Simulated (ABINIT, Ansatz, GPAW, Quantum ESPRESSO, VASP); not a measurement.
**TiSi2: programs and potentials compared**

```
Ti Si
1.0
     1.76511   -6.75928    0.00000
     1.76511    6.75928    0.00000
     0.00000    0.00000    3.56517
Ti Si
2 4
Direct
  0.10312 0.89688 0.25000
  0.89688 0.10312 0.75000
  0.75031 0.24969 0.25000
  0.24969 0.75031 0.75000
  0.44175 0.55825 0.25000
  0.55825 0.44175 0.75000
```

The cell comes from a database or a generator and needn't be the stable form of this composition.

Alike in all runs: task single point; functional PBEsol; k mesh 8 × 8 × 8; occupations fermi-dirac, width 0.05 eV; no spin polarisation; no spin-orbit coupling. Pressure is positive in compression and, in plane waves, holds the error of the finite cutoff.

```tsv
program and potentials	plane-wave cutoff (eV)	notes	band gap (eV)	pressure (GPa)	largest force (eV/Å)
Ansatz, all-electron LAPW, scalar-relativistic	-	-	no gap	-2.19	0.201
Quantum ESPRESSO, GBRV 1.5 PBEsol	612	-	no gap	-2.22	0.200
ABINIT, JTH PAW PBE v2.0	408	potentials made for PBE	no gap	-1.94	0.199
VASP, PBE PAW files Si, Ti_sv, 520 eV	520	potentials made for PBE	no gap	-2.04	0.203
GPAW, PAW data sets generated for this functional	600	-	no gap	-1.72	0.219
```

Force on atom 5 (Si), eV/Å:

```json
{"program and potentials": "Ansatz, all-electron LAPW, scalar-relativistic", "x": "0.000", "y": "0.201", "z": "0.000"}
{"program and potentials": "Quantum ESPRESSO, GBRV 1.5 PBEsol", "x": "0.000", "y": "0.200", "z": "0.000"}
{"program and potentials": "ABINIT, JTH PAW PBE v2.0", "x": "0.000", "y": "0.199", "z": "0.000"}
{"program and potentials": "VASP, PBE PAW files Si, Ti_sv, 520 eV", "x": "0.000", "y": "0.203", "z": "0.000"}
{"program and potentials": "GPAW, PAW data sets generated for this functional", "x": "0.000", "y": "0.219", "z": "0.000"}
```

None finds a gap. The pressure spans -2.22 (Quantum ESPRESSO, GBRV 1.5 PBEsol) to -1.72 GPa (GPAW, PAW data sets generated for this functional), with all-electron results at -2.19.

Differences between rows come from potentials, basis sets and numerical settings, since the functional is the same but for its coding. Runs on potential files found faulty are left out.
